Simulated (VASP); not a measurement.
Input of a VASP 6.6.1 run:

INCAR

```
SYSTEM = InSe
ALGO = Normal
DIPOL = 0.5 0.5 0.500
EDIFF = 1E-7
ENCUT = 520
GGA = PE
IDIPOL = 3
ISIF = 2
ISMEAR = 0
IVDW = 12
KPAR = 4
LASPH = .True.
LCHARG = .False.
LDIPOL = .True.
LREAL = .False.
LVACPOTAV = .True.
LVHAR = .True.
LWAVE = .False.
NBANDS = 69
NELM = 80
PREC = Accurate
SIGMA = 0.03
```

KPOINTS

```
k-points
0
Gamma
  9 9 1
  0 0 0
```

File POSCAR:

```
InSe                                    
1.0
    4.0326492982      0.0000000000      0.0000000000
   -2.0163246491      3.4923767418      0.0000000000
    0.0000000000      0.0000000000     40.2377120000
  Se              In            
     6     6
Direct
     0.0000000000000000    0.0000000000000000    0.2260665145421235
     0.0000000000000000    0.0000000000000000    0.3597532231691628
     0.6666666699999979    0.3333333300000021    0.4332963079836505
     0.6666666699999979    0.3333333300000021    0.5667206531990853
     0.3333333300000021    0.6666666699999979    0.6402187966260703
     0.3333333300000021    0.6666666699999979    0.7738616689172029
     0.6666666699999979    0.3333333300000021    0.2582189200510114
     0.6666666699999979    0.3333333300000021    0.3276815510392913
     0.3333333300000021    0.6666666699999979    0.4652822692367273
     0.3333333300000021    0.6666666699999979    0.5346912625083873
     0.0000000000000000    0.0000000000000000    0.6722476630599372
     0.0000000000000000    0.0000000000000000    0.7417094696673506
```

File KPOINTS_OPT:

```
explicit points
67
Reciprocal
 0.0000000000  0.0000000000  0.0000000000 1
 0.0357142900  0.0000000000  0.0000000000 1
 0.0714285700  0.0000000000  0.0000000000 1
 0.1071428600  0.0000000000  0.0000000000 1
 0.1428571400  0.0000000000  0.0000000000 1
 0.1785714300  0.0000000000  0.0000000000 1
 0.2142857100  0.0000000000  0.0000000000 1
 0.2500000000  0.0000000000  0.0000000000 1
 0.2857142900  0.0000000000  0.0000000000 1
 0.3214285700  0.0000000000  0.0000000000 1
 0.3571428600  0.0000000000  0.0000000000 1
 0.3928571400  0.0000000000  0.0000000000 1
 0.4285714300  0.0000000000  0.0000000000 1
 0.4642857100  0.0000000000  0.0000000000 1
 0.5000000000  0.0000000000  0.0000000000 1
 0.4791666700  0.0416666700  0.0000000000 1
 0.4583333300  0.0833333300  0.0000000000 1
 0.4375000000  0.1250000000  0.0000000000 1
 0.4166666700  0.1666666700  0.0000000000 1
 0.3958333300  0.2083333300  0.0000000000 1
 0.3750000000  0.2500000000  0.0000000000 1
 0.3541666700  0.2916666700  0.0000000000 1
 0.3333333300  0.3333333300  0.0000000000 1
 0.3137254900  0.3137254900  0.0000000000 1
 0.2941176500  0.2941176500  0.0000000000 1
 0.2745098000  0.2745098000  0.0000000000 1
 0.2549019600  0.2549019600  0.0000000000 1
 0.2352941200  0.2352941200  0.0000000000 1
 0.2156862700  0.2156862700  0.0000000000 1
 0.1960784300  0.1960784300  0.0000000000 1
 0.1764705900  0.1764705900  0.0000000000 1
 0.1568627500  0.1568627500  0.0000000000 1
 0.1372549000  0.1372549000  0.0000000000 1
 0.1176470600  0.1176470600  0.0000000000 1
 0.0980392200  0.0980392200  0.0000000000 1
 0.0784313700  0.0784313700  0.0000000000 1
 0.0588235300  0.0588235300  0.0000000000 1
 0.0392156900  0.0392156900  0.0000000000 1
 0.0196078400  0.0196078400  0.0000000000 1
 0.0000000000  0.0000000000  0.0000000000 1
 0.0000000000  0.0000000000  0.0000000000 1
 0.0076394400 -0.0038197200  0.0000000000 1
-0.0076394400  0.0038197200  0.0000000000 1
 0.0222816900 -0.0111408500  0.0000000000 1
-0.0222816900  0.0111408500  0.0000000000 1
-0.0000000000  0.0066159500  0.0000000000 1
 0.0000000000 -0.0066159500  0.0000000000 1
-0.0000000000  0.0192965100  0.0000000000 1
 0.0000000000 -0.0192965100  0.0000000000 1
 0.5000000000  0.0000000000  0.0000000000 1
 0.5076394400 -0.0038197200  0.0000000000 1
 0.4923605600  0.0038197200  0.0000000000 1
 0.5222816900 -0.0111408500  0.0000000000 1
 0.4777183100  0.0111408500  0.0000000000 1
 0.5000000000  0.0066159500  0.0000000000 1
 0.5000000000 -0.0066159500  0.0000000000 1
 0.5000000000  0.0192965100  0.0000000000 1
 0.5000000000 -0.0192965100  0.0000000000 1
 0.3333333300  0.3333333300  0.0000000000 1
 0.3409727700  0.3295136100  0.0000000000 1
 0.3256938900  0.3371530500  0.0000000000 1
 0.3556150200  0.3221924800  0.0000000000 1
 0.3110516400  0.3444741800  0.0000000000 1
 0.3333333300  0.3399492800  0.0000000000 1
 0.3333333300  0.3267173800  0.0000000000 1
 0.3333333300  0.3526298400  0.0000000000 1
 0.3333333300  0.3140368200  0.0000000000 1
```

Potentials or basis: VASP PAW PBE potentials, release 64 (Se, In_d).

Launch:

```sh
$ cat potpaw_PBE.64/Se/POTCAR potpaw_PBE.64/In_d/POTCAR > POTCAR
$ mpirun -np 4 vasp_std > vasp.out
```

(1) Estimate the band gap along the path.

(2) What does it give for the dispersion energy per atom?

(3) Predict the largest force.

## Answers

(1) 0.79 eV, indirect (least direct gap 0.85 eV).

(2) -0.273 eV.

(3) 0.004 eV/Å.

Caveat: spin-orbit coupling is left out, which moves the levels of the heavy elements.
